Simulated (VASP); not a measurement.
# Ir (Fm-3m) in VASP: a series of runs

The runs below take Ir through relaxation of cell and atoms, relaxation of the atoms, with PBE.

Program: VASP 6.6.1. These are calculated values, not measurements. Logs are shortened: lines on timing, memory, paths and dates and some standing lists are left out, and cuts for length are marked.

## Step 1: The structure

It takes space group Fm-3m (No. 225, cubic). Conventional cell: a = 3.831 Å, b = 3.831 Å, c = 3.831 Å, α = 90.00°, β = 90.00°, γ = 90.00°. Ir (site symmetry m-3m) has 12 Ir at 2.71 Å as nearest neighbours.

## Step 2: Relaxation of cell and atoms, PBE

INCAR

```
SYSTEM = Ir
PREC     = Accurate       ! precision mode
ENCUT    = 600            ! plane-wave cutoff, eV
EDIFF    = 1E-6           ! SCF threshold, eV
ISMEAR   = 1              ! smearing method
SIGMA    = 0.1            ! smearing width, eV
LREAL    = .False.        ! projectors in reciprocal space
LASPH    = .True.         ! aspherical terms in the spheres
NELM     = 80             ! most SCF steps
ALGO     = Normal         ! electronic algorithm
ISIF     = 3              ! what is computed and relaxed
LWAVE    = .False.        ! write WAVECAR
LCHARG   = .False.        ! write CHGCAR
GGA      = PE             ! functional
IBRION   = 2              ! ionic algorithm
NSW      = 90             ! ionic steps
EDIFFG   = -0.01          ! ionic threshold
```

KPOINTS

```
regular mesh
0
Gamma
  16 16 16
  0 0 0
```

POSCAR

```
Ir
1.0
    0.0000000000      1.9156000000      1.9156000000
    1.9156000000      0.0000000000      1.9156000000
    1.9156000000      1.9156000000      0.0000000000
Ir
1
Direct
    0.0000000000      0.0000000000      0.0000000000
```

Potentials or basis: VASP PAW PBE potentials, release 64 (Ir).

Run with:

```console
cat potpaw_PBE.64/Ir/POTCAR > POTCAR
mpirun -np 1 vasp_std > vasp.out
```

OUTCAR:

```text
SYSTEM = Ir
   PREC = Accurate
   ENCUT = 600
   EDIFF = 1E-6
   ISMEAR = 1
   LREAL = .False.
   LASPH = .True.
   NELM = 80
   ISIF = 3
   GGA = PE
   IBRION = 2
   NSW = 90
   EDIFFG = -0.01

 ion  position               nearest neighbor table
   1  0.000  0.000  0.000-

  LATTYP: Found a face centered cubic cell.
 ALAT       =     3.8312000000

  Lattice vectors:

 A1 = (   0.0000000000,   1.9156000000,   1.9156000000)
 A2 = (   1.9156000000,   0.0000000000,   1.9156000000)
 A3 = (   1.9156000000,   1.9156000000,   0.0000000000)

Analysis of symmetry for initial positions (statically):
=====================================================================
 Subroutine PRICEL returns:
 Original cell was already a primitive cell.

 Routine SETGRP: Setting up the symmetry group for a
 face centered cubic supercell.

 Subroutine GETGRP returns: Found 48 space group operations
 (whereof 48 operations were pure point group operations)
 out of a pool of 48 trial point group operations.

The static configuration has the point symmetry O_h .

Analysis of symmetry for dynamics (positions and initial velocities):
=====================================================================
 Subroutine PRICEL returns:
 Original cell was already a primitive cell.

 Routine SETGRP: Setting up the symmetry group for a
 face centered cubic supercell.

 Subroutine GETGRP returns: Found 48 space group operations
 (whereof 48 operations were pure point group operations)
 out of a pool of 48 trial point group operations.

The dynamic configuration has the point symmetry O_h .

 Subroutine INISYM returns: Found 48 space group operations
 (whereof 48 operations are pure point group operations),
 and found     1 'primitive' translations

----------------------------------------------------------------------------------------

                                     Primitive cell

  volume of cell :      14.0587

  direct lattice vectors                    reciprocal lattice vectors
     0.000000000  1.915600000  1.915600000    -0.261014826  0.261014826  0.261014826
     1.915600000  0.000000000  1.915600000     0.261014826 -0.261014826  0.261014826
     1.915600000  1.915600000  0.000000000     0.261014826  0.261014826 -0.261014826

  length of vectors
     2.709067500  2.709067500  2.709067500     0.452090940  0.452090940  0.452090940

  position of ions in fractional coordinates (direct lattice)
     0.000000000  0.000000000  0.000000000

  ion indices of the primitive-cell ions
   primitive index   ion index
                 1           1

----------------------------------------------------------------------------------------

 KPOINTS: regular mesh

Automatic generation of k-mesh.
 Grid dimensions read from file:
 generate k-points for:   16   16   16

 Generating k-lattice:

  Cartesian coordinates                     Fractional coordinates (reciprocal lattice)
    -0.016313427  0.016313427  0.016313427     0.062500000  0.000000000  0.000000000
     0.016313427 -0.016313427  0.016313427     0.000000000  0.062500000  0.000000000
     0.016313427  0.016313427 -0.016313427     0.000000000  0.000000000  0.062500000

  Length of vectors
     0.028255684  0.028255684  0.028255684

  Shift w.r.t. Gamma in fractional coordinates (k-lattice)
     0.000000000  0.000000000  0.000000000

 Subroutine IBZKPT returns following result:
 ===========================================

 Found    145 irreducible k-points:

 Following reciprocal coordinates:
            Coordinates               Weight
  0.000000  0.000000  0.000000      1.000000
  0.062500  0.000000  0.000000      8.000000
  0.125000  0.000000  0.000000      8.000000
  0.187500  0.000000  0.000000      8.000000
  0.250000  0.000000  0.000000      8.000000
  0.312500  0.000000  0.000000      8.000000
[... 16 lines left out ...]
 -0.125000  0.062500  0.000000     24.000000
 -0.062500  0.062500  0.000000     12.000000
 [... further k-points ...]
   k-points           NKPTS =    145   k-points in BZ     NKDIM =    145   number of bands    NBANDS=      8
   number of dos      NEDOS =    301   number of ions     NIONS =      1
   total plane-waves  NPLWV =  13824
   dimension x,y,z NGX =    24 NGY =   24 NGZ =   24
   dimension x,y,z NGXF=    48 NGYF=   48 NGZF=   48
   ions per type =               1
   NGX,Y,Z   is equivalent  to a cutoff of  14.73, 14.73, 14.73 a.u.
   NGXF,Y,Z  is equivalent  to a cutoff of  29.46, 29.46, 29.46 a.u.
 SYSTEM =  Ir
   PREC   = accura    normal or accurate (medium, high low for compatibility)
   ISTART =      0    job   : 0-new  1-cont  2-samecut
   ICHARG =      2    charge: 1-file 2-atom 10-const
   ISPIN  =      1    spin polarized calculation?
   LNONCOLLINEAR =      F non collinear calculations
   LSORBIT =      F    spin-orbit coupling
   LASPH  =      T    aspherical Exc in radial PAW
   ENCUT  =  600.0 eV  44.10 Ry    6.64 a.u.   5.41  5.41  5.41*2*pi/ulx,y,z
   NELM   =     80;   NELMIN=  2; NELMDL= -5     # of ELM steps
   EDIFF  = 0.1E-05   stopping-criterion for ELM
   LREAL  =      F    real-space projection
   EDIFFG = -.1E-01   stopping-criterion for IOM
   NSW    =     90    number of steps for IOM
   IBRION =      2    ionic relax: 0-MD 1-quasi-New 2-CG
   NFREE  =      1    steps in history (QN), initial steepest desc. (CG)
   ISIF   =      3    stress and relaxation
   ISYM   =      2    0-nonsym 1-usesym 2-fastsym
   POTIM  = 0.5000    time-step for ionic-motion
   TEBEG  =    0.0;   TEEND  =   0.0 temperature during run
   PSTRESS=    0.0 pullay stress
   NELECT =       9.0000    total number of electrons
   NUPDOWN=      -1.0000    fix difference up-down
   EMIN   =  10.00;   EMAX   =-10.00  energy-range for DOS
   EFERMI =   0.00;   METHOD = LEGACY
   ISMEAR =     1;   SIGMA  =   0.10  broadening in eV -4-tet -1-fermi 0-gaus
   EFERMI_NEDOS =   21; number of points for ismear=-14 and -15
   IALGO  =     38    algorithm
   IMIX   =      4    mixing-type and parameters
     AMIX     =   0.40;   BMIX     =  1.00
     AMIX_MAG =   1.60;   BMIX_MAG =  1.00
  volume/ion in A,a.u.               =      14.06        94.87
  Fermi-wavevector in a.u.,A,eV,Ry     =   1.410937  2.666284 27.085691  1.990742
  Thomas-Fermi vector in A             =   2.532839
   LORBIT       =      0    0 simple, 1 ext, 2 COOP (PROOUT), +10 PAW based schemes
   GGA     = PE    functional components
   LHFCALC =     F    Hartree Fock is set to
   AEXX    =    0.0000 exact exchange contribution
   IVDW    =     0    specifies the selected vdW correction
   LEPSILON=     F    determine dielectric tensor
   LRPA    =     F    only Hartree local field effects (RPA)
 conjugate gradient relaxation of ions
 non-spin polarized calculation
 Methfessel and Paxton  Order N= 1 SIGMA  =   0.10
  energy-cutoff  :      600.00
  volume of cell :       14.06
 maximum number of plane-waves:       493
 NGX is ok and might be reduce to    24
   NGX = 11   NGY = 11   NGZ = 11

--------------------------------------- Ionic step        1  -------------------------------------------

 number of electron       9.0000000 magnetization

 Free energy of the ion-electron system (eV)
  ---------------------------------------------------
  ext. energy  EPLUGINS =         0.00000000
  ---------------------------------------------------
  free energy    TOTEN  =        -8.82332613 eV

  energy without entropy =       -8.82300922  energy(sigma->0) =       -8.82322049

 E-fermi :  10.5132     XC(G=0): -14.0241

 val. band max:       10.5090666953   @ k =   0.3125   0.2500   0.0625
 cond. band min:      10.5146727229   @ k =   0.3750   0.0625   0.0000
 fundamental gap:      0.0056060276
 Fermi energy:        10.5131795705

 k-point     1 :       0.0000    0.0000    0.0000
  band No.  band energies     occupation
      1      -0.6720      2.00000
      2       6.5978      2.00000
      3       6.5978      2.00000
      4       6.5978      2.00000
      5       9.3155      2.00000
      6       9.3155      2.00000
      7      24.8265      0.00000
      8      30.4520      0.00000

 k-point     2 :       0.0625    0.0000    0.0000
  band No.  band energies     occupation
      1      -0.4971      2.00000
      2       6.5040      2.00000
      3       6.6740      2.00000
      4       6.6740      2.00000
      5       9.2662      2.00000
      6       9.2662      2.00000
      7      25.1301      0.00000
      8      29.5392      0.00000
[... 334 lines left out ...]
 POSITION                                       TOTAL-FORCE (eV/Angst)
 -----------------------------------------------------------------------------------
      0.00000      0.00000      0.00000         0.000000      0.000000     -0.000000
 -----------------------------------------------------------------------------------
    total drift:                                0.000000     -0.000000     -0.000000

  FREE ENERGIE OF THE ION-ELECTRON SYSTEM (eV)
  ---------------------------------------------------
  free  energy   TOTEN  =        -8.8410857686 eV

  energy  without entropy=       -8.8407837619  energy(sigma->0) =       -8.84098510

--------------------------------------- Ionic step        4  -------------------------------------------

 number of electron       9.0000000 magnetization

 Free energy of the ion-electron system (eV)
  ---------------------------------------------------
  ext. energy  EPLUGINS =         0.00000000
  ---------------------------------------------------
  free energy    TOTEN  =        -8.84114260 eV

  energy without entropy =       -8.84083992  energy(sigma->0) =       -8.84104171

 E-fermi :   9.9384     XC(G=0): -13.8268

 val. band max:        9.9296777274   @ k =   0.3125   0.2500   0.0625
 cond. band min:       9.9435237903   @ k =   0.3750   0.0625   0.0000
 fundamental gap:      0.0138460629
 Fermi energy:         9.9384222325

 k-point     1 :       0.0000    0.0000    0.0000
  band No.  band energies     occupation
      1      -0.8868      2.00000
      2       6.2205      2.00000
      3       6.2205      2.00000
      4       6.2205      2.00000
      5       8.7975      2.00000
      6       8.7975      2.00000
      7      24.3192      0.00000
      8      29.7469      0.00000

 k-point     2 :       0.0625    0.0000    0.0000
  band No.  band energies     occupation
      1      -0.7180      2.00000
      2       6.1320      2.00000
      3       6.2931      2.00000
      4       6.2931      2.00000
      5       8.7517      2.00000
      6       8.7517      2.00000
      7      24.6070      0.00000
      8      28.8466      0.00000
[... 264 lines left out ...]
 POSITION                                       TOTAL-FORCE (eV/Angst)
 -----------------------------------------------------------------------------------
      0.00000      0.00000      0.00000        -0.000000      0.000000     -0.000000
 -----------------------------------------------------------------------------------
    total drift:                               -0.000000      0.000000      0.000000

  FREE ENERGIE OF THE ION-ELECTRON SYSTEM (eV)
  ---------------------------------------------------
  free  energy   TOTEN  =        -8.8411425963 eV

  energy  without entropy=       -8.8408399238  energy(sigma->0) =       -8.84104171

 reached required accuracy - stopping structural energy minimisation
```

It took 19 s on 1 thread of Intel Xeon 6975P-C (Granite Rapids), shared host; peak memory 0.17 GiB.

Results:

```
Free energy                            : -8.8411 eV
Relaxed volume                         : 14.53 Å³/atom
Relaxed cell                           : a = 2.739 Å, b = 2.739 Å, c = 2.739 Å, α = 60.00°, β = 60.00°, γ = 60.00°
Space group after relaxing (to 0.05 Å) : Fm-3m (No. 225)
Energy gained by relaxing              : 17.8 meV/atom
Ionic steps                            : 4
Pressure after relaxing                : -0.1 GPa
Band gap on the k mesh                 : none (metal or under the smearing width)
```

Step by step:
```csv
step,energy change (eV),largest force (eV/Å),pressure (GPa),volume (Å³)
1,0.0000,0.0000,12.55,14.06
2,0.1900,0.0000,-31.03,16.42
3,-0.0178,0.0000,-0.63,14.56
4,-0.0178,0.0000,-0.07,14.53
```

Final structure:
```
Ir
1.0
     0.00000    1.93691    1.93691
     1.93691    0.00000    1.93691
     1.93691    1.93691    0.00000
Ir
1
Direct
  0.00000 0.00000 0.00000
```

Levels at points of the mesh, in eV from the Fermi level:
```tsv
k point	band 2	band 3	band 4	band 5	band 6	band 7
(0.00, 0.00, 0.00)	-3.72	-3.72	-3.72	-1.14	-1.14	14.38
(0.50, 0.00, 0.00)	-3.81	-3.81	-0.68	0.86	0.86	7.00
(0.50, 0.50, 0.00)	-7.04	0.83	1.41	1.41	1.71	10.16
```

Spin-orbit coupling is left out, which matters for the levels of Ir. Zero-point motion and thermal expansion aren't in these numbers.

## Step 3: Relaxation of cell and atoms, PBE

This run uses another cell than the first one, of 14.53 Å³/atom, 1.034 times its volume.

INCAR: that of step 2 with these lines changed.

```diff
@@ -3,3 +3,3 @@
 ENCUT    = 600            ! plane-wave cutoff, eV
-EDIFF    = 1E-6           ! SCF threshold, eV
+EDIFF    = 1E-7           ! SCF threshold, eV
 ISMEAR   = 1              ! smearing method
@@ -16,2 +16,2 @@
 NSW      = 90             ! ionic steps
-EDIFFG   = -0.01          ! ionic threshold
+EDIFFG   = -0.005         ! ionic threshold
```

KPOINTS is that of step 2.

POSCAR

```
Ir                                      
1.0
    0.0000000000      1.9369071726      1.9369071726
    1.9369071726     -0.0000000000      1.9369071726
    1.9369071726      1.9369071726      0.0000000000
  Ir            
     1
Direct
     0.0000000000000000    0.0000000000000000    0.0000000000000000
```

Potentials or basis: VASP PAW PBE potentials, release 64 (Ir).

Run with:

```console
cat potpaw_PBE.64/Ir/POTCAR > POTCAR
mpirun -np 1 vasp_std > vasp.out
```

Wall time 7.8 s (1 thread of Intel Xeon 6975P-C (Granite Rapids), shared host); peak memory 0.16 GiB.

It converged, with:

```yaml
Free_energy: -8.8412 eV
Pressure_after_relaxing: 0.0 GPa
Band_gap_on_the_k_mesh: none (metal or under the smearing width)
```

Final structure:
```
Ir
1.0
     0.00000    1.93691    1.93691
     1.93691    0.00000    1.93691
     1.93691    1.93691    0.00000
Ir
1
Cartesian
  0.0000 0.0000 0.0000
```

Levels at points of the mesh, in eV from the Fermi level:
| k point | band 1 | band 2 | band 3 | band 4 | band 5 | band 6 | band 7 | band 8 |
| --- | --- | --- | --- | --- | --- | --- | --- | --- |
| (0.00, 0.00, 0.00) | -10.83 | -3.72 | -3.72 | -3.72 | -1.14 | -1.14 | 14.38 | 19.81 |
| (0.50, 0.00, 0.00) | -7.81 | -3.81 | -3.81 | -0.68 | 0.86 | 0.86 | 7.00 | 13.92 |
| (0.50, 0.50, 0.00) | -7.60 | -7.04 | 0.83 | 1.41 | 1.41 | 1.71 | 10.16 | 11.59 |

Caveat: the relaxation stopped at its first step, so nothing moved. The run has no spin-orbit coupling, so splittings on Ir are missing.

## Step 4: Relaxation of the atoms, PBE (a relaxed cell with its volume scaled by 0.94)

INCAR: that of step 3 with these lines changed.

```diff
@@ -10,3 +10,3 @@
 ALGO     = Normal         ! electronic algorithm
-ISIF     = 3              ! what is computed and relaxed
+ISIF     = 2              ! what is computed and relaxed
 LWAVE    = .False.        ! write WAVECAR
@@ -15,3 +15,3 @@
 IBRION   = 2              ! ionic algorithm
-NSW      = 90             ! ionic steps
-EDIFFG   = -0.005         ! ionic threshold
+NSW      = 40             ! ionic steps
+EDIFFG   = -0.01          ! ionic threshold
```

KPOINTS is that of step 3.

POSCAR

```
Ir                                      
1.0
    0.0000000000      1.8973673602      1.8973673602
    1.8973673602      0.0000000000      1.8973673602
    1.8973673602      1.8973673602      0.0000000000
  Ir            
     1
Direct
     0.0000000000000000    0.0000000000000000    0.0000000000000000
```

Run with:

```console
cat potpaw_PBE.64/Ir/POTCAR > POTCAR
mpirun -np 1 vasp_std > vasp.out
```

It took 7.7 s on 1 thread of Intel Xeon 6975P-C (Granite Rapids), shared host; peak memory 0.16 GiB.

It converged, with:

* Free energy: -8.7770 eV
* Pressure after relaxing: 25.2 GPa
* Band gap on the k mesh: none (metal or under the smearing width)

Final structure:
```
Ir
1.0
     0.00000    1.89737    1.89737
     1.89737    0.00000    1.89737
     1.89737    1.89737    0.00000
Ir
1
Cartesian
  0.0000 0.0000 0.0000
```

Levels at points of the mesh, in eV from the Fermi level:
```
           k point  band 2  band 3  band 4  band 5  band 6  band 7
(0.00, 0.00, 0.00)   -4.09   -4.09   -4.09   -1.25   -1.25   14.25
(0.50, 0.00, 0.00)   -4.21   -4.21   -0.85    0.97    0.97    7.64
(0.50, 0.50, 0.00)   -7.73    0.94    1.59    1.59    1.70   11.01
```

Caveat: the relaxation stopped at its first step, so nothing moved. Spin-orbit coupling is left out, which matters for the levels of Ir.

## Step 5: Relaxation of the atoms, PBE (a relaxed cell with its volume scaled by 0.96)

INCAR is that of step 4.

KPOINTS is that of step 4.

POSCAR

```
Ir                                      
1.0
    0.0000000000      1.9107295424      1.9107295424
    1.9107295424      0.0000000000      1.9107295424
    1.9107295424      1.9107295424      0.0000000000
  Ir            
     1
Direct
     0.0000000000000000    0.0000000000000000    0.0000000000000000
```

Run with:

```console
cat potpaw_PBE.64/Ir/POTCAR > POTCAR
mpirun -np 1 vasp_std > vasp.out
```

Run time: 7.6 s. Hardware: 1 thread of Intel Xeon 6975P-C (Granite Rapids), shared host; peak memory 0.15 GiB.

It converged, with:

```
Free energy             : -8.8139 eV
Pressure after relaxing : 15.7 GPa
Band gap on the k mesh  : none (metal or under the smearing width)
```

Final structure:
```xyz
1
Lattice="0.0000 1.9107 1.9107 1.9107 0.0000 1.9107 1.9107 1.9107 0.0000" Properties=species:S:1:pos:R:3 pbc="T T T"
Ir    0.0000    0.0000    0.0000
```

Levels at points of the mesh, in eV from the Fermi level:
```csv
k point,band 1,band 2,band 3,band 4,band 5,band 6,band 7,band 8
"(0.00, 0.00, 0.00)",-11.27,-3.96,-3.96,-3.96,-1.21,-1.21,14.30,19.97
"(0.50, 0.00, 0.00)",-8.24,-4.07,-4.07,-0.80,0.93,0.93,7.42,13.84
"(0.50, 0.50, 0.00)",-8.07,-7.49,0.90,1.53,1.53,1.70,10.71,11.78
```

Caveat: the relaxation stopped at its first step, so nothing moved. Spin-orbit coupling is left out, which matters for the levels of Ir.

## Step 6: Overview

| task | cell | gap on the mesh (eV) | pressure (GPa) |
| --- | --- | --- | --- |
| relaxation of cell and atoms | relaxed | none | 0.0 |
| relaxation of the atoms | atoms relaxed from: a relaxed cell with its volume scaled by 0.94 | none | 25.2 |
| relaxation of the atoms | atoms relaxed from: a relaxed cell with its volume scaled by 0.96 | none | 15.7 |

Alike in all rows: level PBE; potentials or basis VASP PAW PBE potentials, release 64 (Ir); no spin polarisation; k mesh 16 × 16 × 16; cutoff (eV) 600; smearing methfessel-paxton 0.1 eV.

Caveats: the relaxation stopped at its first step, so nothing moved.

Absolute energies hang on the potentials; compare differences alone.
